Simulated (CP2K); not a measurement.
**Rh under changes of volume**

One of the cells (13.671 Å³/atom); the others are scaled copies at fixed shape and fractional positions:

```
CELL_PARAMETERS angstrom
2.68397 0.00000 0.00000
1.34198 2.32438 0.00000
1.34198 0.77479 2.19145
ATOMIC_POSITIONS crystal
Rh 0.00000 0.00000 0.00000
```

```yaml
Program: CP2K 2026.2
Functional: LDA
Potentials_or_basis: GTH_POTENTIALS Rh GTH-PADE-q17; TZVP-MOLOPT-PBE-GTH basis
Density_cutoff: 6123 eV
k_mesh: 12 × 12 × 12
Occupations: fermi-dirac, width 0.01 eV
Spin: no spin polarisation
```

```csv
volume (Å³/atom),energy over the lowest point (meV/atom),pressure (GPa)
12.851,0.00,1.1
13.125,?,?
13.398,17.85,-11.0
13.671,40.85,-15.9
13.945,71.73,-20.2
14.218,109.53,-24.0
14.492,153.37,-27.3
```

What does the run at 13.125 Å³/atom give?

Energy over the lowest point 3.80 meV/atom; pressure -5.3 GPa.

Worked out: A Birch-Murnaghan fit of order 3 (a polynomial in V^(-2/3)) to the other rows has its minimum at 12.89 Å³/atom with B0 = V·E''(V) = 316 GPa and B' = 5.2. It gives 3.82 meV/atom at 13.125 Å³/atom, against the run's 3.80, and -dE/dV = -5.4 GPa, against -5.3.

Energies are extrapolated to zero smearing.

Caveats: the basis of atomic orbitals isn't converged, which shifts pressures, moduli and gaps.
